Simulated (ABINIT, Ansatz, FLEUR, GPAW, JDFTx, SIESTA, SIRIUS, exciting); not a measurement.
# Rh: 9 runs at one level of theory

```
Rh
1.0
    -0.03933    1.88309    1.96246
     1.90193    0.03281    1.89032
     1.92465    1.83367    0.01009
Rh
1
Cartesian
  -0.0047 -0.0016 0.0159
```

The given cell was strained at random by a few per cent at fixed volume.

Alike in all runs: task single point; functional PBEsol; k mesh 12 × 12 × 12; occupations fermi-dirac, width 0.05 eV; no spin polarisation; no spin-orbit coupling. Pressure is positive in compression and, in plane waves, holds the error of the finite cutoff, which Ansatz's Pulay term estimates and takes out.

| program and potentials | plane-wave cutoff (eV) | notes | band gap (eV) | pressure (GPa) | energy over the undisturbed cell (meV/atom) |
| --- | --- | --- | --- | --- | --- |
| Ansatz, Ansatz PAW | 420 | potentials made for PBE, which Ansatz adapts in part; 17 valence electrons an atom on average; Pulay term of +0.10 GPa included | no gap | -2.46 | 42.90 |
| FLEUR, all-electron, FLAPW | - | - | no gap | - | 43.13 |
| SIESTA, files PseudoDojo sr-pbesol-0.4.1-standard, DZP (energy shift 0.003 Ry; two zetas on semicore shells) | - | atomic basis; 17 valence electrons an atom on average | no gap | 1.99 | 43.84 |
| SIRIUS, PseudoDojo 0.4.1 PBEsol standard (scalar relativistic) | 1202 | 17 valence electrons an atom on average | no gap | -2.11 | - |
| ABINIT, PseudoDojo NC SR PBEsol v0.4.1 standard | 1197 | 17 valence electrons an atom on average | no gap | -2.13 | - |
| JDFTx, PseudoDojo-SR-PBEsol-0.4.1-standard with smoothed tails | 1197 | 17 valence electrons an atom on average | no gap | -2.13 | 43.09 |
| GPAW, PAW data sets generated for this functional | 600 | 15 valence electrons an atom on average | no gap | -0.13 | 42.86 |
| Ansatz, all-electron LAPW, scalar-relativistic | - | - | no gap | -2.47 | - |
| exciting, all-electron LAPW+lo, shipped species files, valence relativity iora* | - | - | no gap | - | 43.76 |

None finds a gap. The pressure spans -2.47 (Ansatz, all-electron LAPW, scalar-relativistic) to 1.99 GPa (SIESTA, files PseudoDojo sr-pbesol-0.4.1-standard, DZP (energy shift 0.003 Ry; two zetas on semicore shells)), with all-electron results at -2.47. Rows in atomic bases carry the error of their basis and grid, which can be large.

The functional is the same throughout but for its coding, so the spread measures potentials, basis and numerics; runs on potential files found faulty are left out.

The strained cell costs nearly the same energy in every run that gives one, 42.86 to 43.84 meV/atom, while the pressures disagree even in sign. Since the strain keeps the volume fixed, the energy difference mainly probes resistance to shear, and errors in the equilibrium volume largely cancel. Pressure has no such cancellation: rhodium's partly filled 4d band bonds strongly and makes the metal stiff, so a slight shift in equilibrium volume becomes a pressure of some GPa. SIESTA and GPAW show this best, departing most from the all-electron pressure but not comparably in energy. For GPAW, the smaller valence space or other details of the data set may be responsible.

The negative pressures in most runs suggest a cell slightly larger than PBEsol prefers. The absence of a gap is no test of the methods, as an odd number of electrons in a one-atom cell without spin polarisation must leave a band partly filled. A single mixed strain doesn't yield the separate elastic constants.
